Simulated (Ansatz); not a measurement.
CoO:

```
Co O
1.0
     1.50547    0.86918    2.43993
    -1.50547    0.86918    2.43993
     0.00000   -1.73837    2.43993
Co O
1 1
Direct
  0.00000 0.00000 0.00000
  0.50000 0.50000 0.50000
```

The cell is a database's computed one.

Program: Ansatz 0.2.0. Alike in all runs: task single point; level PBE; potentials or basis Ansatz PAW; spin collinear, ferromagnetic start; cell as given; k mesh 9 × 9 × 9; cutoff (eV) 420; smearing fermi-dirac 0.05 eV.

Task: Order these runs on this cell by their pressure, lowest first.
A. fixed moment (μB) 3.0
B. fixed moment (μB) 0.5
C. fixed moment (μB) 1.5
D. fixed moment (μB) 1.0
E. fixed moment (μB) 2.5

Result: B (-16.8 GPa), D (-13.9 GPa), C (-10.9 GPa), E (-3.6 GPa), A (0.9 GPa).

Caveats: the total moment is fixed, so each spin has its own Fermi level; a cell with one magnetic atom can't hold antiferromagnetic order, which such compounds often take; the thresholds are loose for stress.
